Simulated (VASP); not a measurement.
# Pd (P6_3/mmc) in VASP: a series of runs, part 2 of 2

VASP 6.6.1. The steps go on from the part before.

## Step 4: Single point, PBE

File INCAR:

```
SYSTEM = Pd
PREC = Normal ; ENCUT = 400
EDIFF = 1E-6 ; ISMEAR = -1
SIGMA = 0.2 ; LREAL = .FALSE.
LASPH = .TRUE. ; NELM = 100
ALGO = Normal ; ISIF = 2
LWAVE = .FALSE. ; LCHARG = .FALSE.
GGA = PE ; ADDGRID = .FALSE.
```

File KPOINTS:

```
Automatic mesh
0
G
  8 8 4
  0 0 0
```

File POSCAR:

```
Pd
1.0
    2.7836650458      0.0000000000      0.0000000000
   -1.3918325229      2.4107246453      0.0000000000
    0.0000000000      0.0000000000      4.6288930000
Pd
2
Direct
    0.3333333333      0.6666666667      0.2500000000
    0.6666666667      0.3333333333      0.7500000000
```

Potentials or basis: VASP PAW PBE potentials, release 64 (Pd).

Started as:

```
$ cat potpaw_PBE.64/Pd/POTCAR > POTCAR
$ mpirun -np 1 vasp_std > vasp.out
```

OUTCAR:

```text
SYSTEM = Pd
   PREC = Normal
   ENCUT = 400
   EDIFF = 1E-6
   ISMEAR = -1
   LREAL = .FALSE.
   LASPH = .TRUE.
   NELM = 100
   ISIF = 2
   GGA = PE

 Found     30 irreducible k-points:

 Following reciprocal coordinates:
            Coordinates               Weight
  0.000000  0.000000  0.000000      1.000000
  0.125000  0.000000  0.000000      6.000000
  0.250000  0.000000  0.000000      6.000000
  0.375000  0.000000  0.000000      6.000000
  0.500000  0.000000  0.000000      3.000000
  0.125000  0.125000  0.000000      6.000000
   k-points           NKPTS =     30   k-points in BZ     NKDIM =     30   number of bands    NBANDS=     14
   number of dos      NEDOS =    301   number of ions     NIONS =      2
   total plane-waves  NPLWV =   4704
   dimension x,y,z NGX =    14 NGY =   14 NGZ =   24
   dimension x,y,z NGXF=    28 NGYF=   28 NGZF=   48
   ions per type =               2
   NGX,Y,Z   is equivalent  to a cutoff of   8.36,  8.36,  8.62 a.u.
   NGXF,Y,Z  is equivalent  to a cutoff of  16.72, 16.72, 17.24 a.u.
 SYSTEM =  Pd
   PREC   = normal    normal or accurate (medium, high low for compatibility)
   ISTART =      0    job   : 0-new  1-cont  2-samecut
   ICHARG =      2    charge: 1-file 2-atom 10-const
   ISPIN  =      1    spin polarized calculation?
   LNONCOLLINEAR =      F non collinear calculations
   LSORBIT =      F    spin-orbit coupling
   LASPH  =      T    aspherical Exc in radial PAW
   ENCUT  =  400.0 eV  29.40 Ry    5.42 a.u.   4.54  4.54  7.55*2*pi/ulx,y,z
   NELM   =    100;   NELMIN=  2; NELMDL= -5     # of ELM steps
   EDIFF  = 0.1E-05   stopping-criterion for ELM
   LREAL  =      F    real-space projection
   EDIFFG = 0.1E-04   stopping-criterion for IOM
   NSW    =      0    number of steps for IOM
   IBRION =     -1    ionic relax: 0-MD 1-quasi-New 2-CG
   NFREE  =      0    steps in history (QN), initial steepest desc. (CG)
   ISIF   =      2    stress and relaxation
   ISYM   =      2    0-nonsym 1-usesym 2-fastsym
   POTIM  = 0.5000    time-step for ionic-motion
   TEBEG  =    0.0;   TEEND  =   0.0 temperature during run
   PSTRESS=    0.0 pullay stress
   NELECT =      20.0000    total number of electrons
   NUPDOWN=      -1.0000    fix difference up-down
   EMIN   =  10.00;   EMAX   =-10.00  energy-range for DOS
   EFERMI =   0.00;   METHOD = LEGACY
   ISMEAR =    -1;   SIGMA  =   0.20  broadening in eV -4-tet -1-fermi 0-gaus
   EFERMI_NEDOS =   21; number of points for ismear=-14 and -15
   IALGO  =     38    algorithm
   IMIX   =      4    mixing-type and parameters
     AMIX     =   0.40;   BMIX     =  1.00
     AMIX_MAG =   1.60;   BMIX_MAG =  1.00
  volume/ion in A,a.u.               =      15.53       104.81
  Fermi-wavevector in a.u.,A,eV,Ry     =   1.413636  2.671385 27.189429  1.998367
  Thomas-Fermi vector in A             =   2.535261
   LORBIT       =      0    0 simple, 1 ext, 2 COOP (PROOUT), +10 PAW based schemes
   GGA     = PE    functional components
   LHFCALC =     F    Hartree Fock is set to
   AEXX    =    0.0000 exact exchange contribution
   IVDW    =     0    specifies the selected vdW correction
   LEPSILON=     F    determine dielectric tensor
   LRPA    =     F    only Hartree local field effects (RPA)
 non-spin polarized calculation
  energy-cutoff  :      400.00
  volume of cell :       31.06
 maximum number of plane-waves:       580
   NGX =  9   NGY =  9   NGZ = 15

 number of electron      19.9999979 magnetization

 Free energy of the ion-electron system (eV)
  ---------------------------------------------------
  ext. energy  EPLUGINS =         0.00000000
  ---------------------------------------------------
  free energy    TOTEN  =       -10.60405372 eV

  energy without entropy =      -10.17478969  energy(sigma->0) =      -10.38942171

 E-fermi :   9.0406     XC(G=0): -12.8657

 val. band max:        9.0329910662   @ k =   0.1250   0.1250   0.5000
 cond. band min:       9.0517440795   @ k =   0.3750   0.1250   0.2500
 fundamental gap:      0.0187530133
 Fermi energy:         9.0406094256

 k-point     1 :       0.0000    0.0000    0.0000
  band No.  band energies     occupation
      1       2.1884      2.00000
      2       4.0169      2.00000
      3       6.2200      2.00000
      4       6.4192      2.00000
      5       6.4192      2.00000
      6       6.7459      1.99998
      7       6.7459      1.99998
      8       7.3693      1.99953
      9       7.3693      1.99953
     10       8.6980      1.69440
     11       8.6981      1.69440
     12       9.9129      0.02520
     13      15.5859      0.00000
     14      26.0164      0.00000
[... 69 lines left out ...]
 k-point     6 :       0.1250    0.1250    0.0000
  band No.  band energies     occupation
      1       3.5179      2.00000
      2       4.8017      2.00000
      3       5.6348      2.00000
      4       6.1135      2.00000
      5       6.4418      2.00000
      6       6.7003      1.99998
      7       6.9178      1.99995
      8       7.3774      1.99951
      9       7.3946      1.99947
     10       7.7427      1.99697
     11       8.8038      1.53134
     12      13.5723      0.00000
     13      15.7437      0.00000
     14      23.7547      0.00000

 [... further k-points ...]
[... 5 lines left out ...]
  --------------------------------------------------------------------------------------
  -------------------------------------------------------------------------------------
  Total       -0.0406635     -0.0406635     -0.4339177     -0.0000000      0.0000000      0.0000000
  in kB       -2.0973607     -2.0973607    -22.3808301     -0.0000000      0.0000000      0.0000000
  external PRESSURE =      -8.8585172 kB  Pullay stress =       0.0000000 kB

 VOLUME and BASIS-vectors are now :
 -----------------------------------------------------------------------------
  energy-cutoff  :      400.00
  volume of cell :       31.06
      direct lattice vectors                 reciprocal lattice vectors
     2.783665046  0.000000000  0.000000000     0.359238624  0.207406516  0.000000000
    -1.391832523  2.410724645  0.000000000     0.000000000  0.414813032  0.000000000
     0.000000000  0.000000000  4.628893000     0.000000000  0.000000000  0.216034374

 POSITION                                       TOTAL-FORCE (eV/Angst)
 -----------------------------------------------------------------------------------
     -0.00000      1.60715      1.15722         0.000000      0.000000      0.000000
      1.39183      0.80357      3.47167        -0.000000     -0.000000      0.000000
 -----------------------------------------------------------------------------------
    total drift:                               -0.000000      0.000000     -0.000000

  FREE ENERGIE OF THE ION-ELECTRON SYSTEM (eV)
  ---------------------------------------------------
  free  energy   TOTEN  =       -10.6040537222 eV

  energy  without entropy=      -10.1747896891  energy(sigma->0) =      -10.38942171
```

OSZICAR:

```text
N       E                     dE             d eps       ncg     rms          rms(c)
DAV:   1     0.891578411928E+02    0.89158E+02   -0.91212E+03   840   0.114E+03
DAV:   2    -0.976663766365E+01   -0.98924E+02   -0.94330E+02   912   0.249E+02
DAV:   3    -0.111208671101E+02   -0.13542E+01   -0.13466E+01   984   0.338E+01
DAV:   4    -0.111285293451E+02   -0.76622E-02   -0.76619E-02   978   0.243E+00
DAV:   5    -0.111286430143E+02   -0.11367E-03   -0.11367E-03   978   0.319E-01    0.970E+00
DAV:   6    -0.106262831638E+02    0.50236E+00   -0.14557E+00   900   0.133E+01    0.481E+00
DAV:   7    -0.106094349375E+02    0.16848E-01   -0.99589E-03   936   0.862E-01    0.244E+00
DAV:   8    -0.106040430909E+02    0.53918E-02   -0.15765E-03   912   0.338E-01    0.778E-02
DAV:   9    -0.106040450966E+02   -0.20057E-05   -0.30263E-05  1020   0.525E-02    0.173E-02
DAV:  10    -0.106040544423E+02   -0.93457E-05   -0.47609E-06   924   0.223E-02    0.614E-03
DAV:  11    -0.106040537222E+02    0.72005E-06   -0.15702E-07   492   0.482E-03
   1 F= -.10604054E+02 E0= -.10389422E+02  d E =-.429264E+00
```

Run time: 3.2 s. Hardware: 1 thread of AMD EPYC 9R45 (Zen 5), shared host; peak memory 0.08 GiB.

These settings aren't checked as converged: the numbers below hold their error.

What came out:

| Item | Value |
| --- | --- |
| Free energy | -10.6041 eV |
| Pressure | -0.9 GPa |
| Band gap on the k mesh | none (metal or under the smearing width) |

## Step 5: Single point, PBE

INCAR is that of step 4.

KPOINTS is that of step 4.

File POSCAR:

```
Pd
1.0
    2.7836650458      0.0000000000      0.0000000000
   -1.3918325229      2.4107246453      0.0000000000
    0.0000000000      0.0000000000      4.6288930000
Pd
2
Direct
    0.3690330000      0.6707680000      0.2457130000
    0.7034100000      0.3270270000      0.7475630000
```

Started as:

```
$ cat potpaw_PBE.64/Pd/POTCAR > POTCAR
$ mpirun -np 1 vasp_std > vasp.out
```

It took 9 s on 1 thread of AMD EPYC 9R45 (Zen 5), shared host; peak memory 0.11 GiB.

The run converged, but some of its settings lie outside the range that counts as converged, so its numbers aren't taken as properties of the crystal.

What came out:

```
Free energy            : -10.6032 eV
Pressure               : -0.9 GPa
Largest force          : 0.076 eV/Å
Band gap on the k mesh : none (metal or under the smearing width)
```

## Step 6: Single point, PBE

File INCAR:

```
SYSTEM = Pd
PREC = Accurate ; ENCUT = 400
EDIFF = 1E-6 ; ISMEAR = -1
SIGMA = 0.2 ; LREAL = Auto
LASPH = .TRUE. ; NELM = 100
ALGO = Normal ; ISIF = 2
LWAVE = .FALSE. ; LCHARG = .FALSE.
GGA = PE ; ADDGRID = .FALSE.
```

KPOINTS is that of step 5.

File POSCAR:

```
Pd
1.0
    2.7836650458      0.0000000000      0.0000000000
   -1.3918325229      2.4107246453      0.0000000000
    0.0000000000      0.0000000000      4.6288930000
Pd
2
Direct
    0.3333333333      0.6666666667      0.2500000000
    0.6666666667      0.3333333333      0.7500000000
```

Potentials or basis: VASP PAW PBE potentials, release 64 (Pd).

Started as:

```
$ cat potpaw_PBE.64/Pd/POTCAR > POTCAR
$ mpirun -np 1 vasp_std > vasp.out
```

Wall time 7.2 s (1 thread of AMD EPYC 9R45 (Zen 5), shared host); peak memory 0.1 GiB.

These settings aren't checked as converged: the numbers below hold their error.

What came out:

| Property | Result |
| --- | --- |
| Free energy | -10.6037 eV |
| Pressure | -0.9 GPa |
| Band gap on the k mesh | none (metal or under the smearing width) |

## Step 7: The reference run

An earlier run on the cell as given: functional PBEsol; potentials or basis VASP PAW PBE potentials, release 64 (Pd); cutoff 520 eV; k mesh 11 × 11 × 6; occupations fermi-dirac, width 0.05 eV; no spin polarisation.

* Pressure: -10.6 GPa
* Band gap on the k mesh: none (metal or under the smearing width)
